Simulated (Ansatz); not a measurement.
Here is an Ansatz 0.2.0 calculation.

input.yaml

```yaml
crystal:
  lattice:
    - [0.0, 2.135235, 2.135235]
    - [2.135235, 0.0, 2.135235]
    - [2.135235, 2.135235, 0.0]
  atoms:
    - { symbol: Ga, position: [0.0, 0.0, 0.0] }
    - { symbol: "N", position: [0.5, 0.5, 0.5] }
hamiltonian:
  xc: pbesol
  pseudopotentials: { kind: paw }
kpoints:
  mp_grid: { grid: [11, 11, 11] }
  band_path:
    path:
      - [[0.0, 0.0, 0.0], [0.5, 0.0, 0.5], [0.5, 0.25, 0.75], [0.375, 0.375, 0.75], [0.0, 0.0, 0.0], [0.5, 0.5, 0.5], [0.625, 0.25, 0.625], [0.5, 0.25, 0.75], [0.5, 0.5, 0.5], [0.375, 0.375, 0.75]]
      - [[0.625, 0.25, 0.625], [0.5, 0.0, 0.5]]
    npoints: 14
scf:
  occupations: { method: fermi_dirac, width: 0.05 }
  n_extra_bands: 6
output:
  forces: true
  stress: true
  eigenvalues: true
  fatbands: false
```

Potentials or basis: Ansatz PAW.

Launch:

```console
$ ansatz run input.yaml --threads 2 --pin off --max-ram 5632MiB --backend cpu --events-out ev --progress --plain --runs-dir out
```

(1) Estimate the band gap along the path.

(2) What does it give for the band gap on the k mesh?

Answers

(1) 0.33 eV, indirect (least direct gap 2.36 eV).

(2) 0.47 eV, indirect (least direct gap 2.36 eV).

Caveat: the k mesh misses the band edges, so the gap on the mesh is wider than the one along the path.
